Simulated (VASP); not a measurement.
Data:

```yaml
crystal:
  lattice:
    - [0.00000, 2.99762, 2.99762]
    - [2.99762, 0.00000, 2.99762]
    - [2.99762, 2.99762, 0.00000]
  atoms:
    - { symbol: Li, position: [0.00000, 0.00000, 0.00000] }
    - { symbol: I, position: [0.50000, 0.50000, 0.50000] }
```

All values below come from r2SCAN meta-GGA with spin-orbit coupling, VASP's PBE PAW potentials (set 64) (plane waves; VASP). Run with 520 eV cut-off, 7×7×7 Γ-centred mesh, Gaussian smearing of 0.050 eV, potentials Li_sv I.

Q: Estimate the energy per atom (σ→0), band gap (over mesh and band path) with the smallest direct gap where there is one.

A: 
* **band gap (over mesh and band path)**: 4.74 eV
* **smallest direct gap (over mesh and band path)**: 4.89 eV
* **energy per atom (σ→0)**: -14.906 eV/atom

Only differences to runs with the same potentials and settings are physical.

The compound is LiI in the rock salt structure. It was relaxed first.
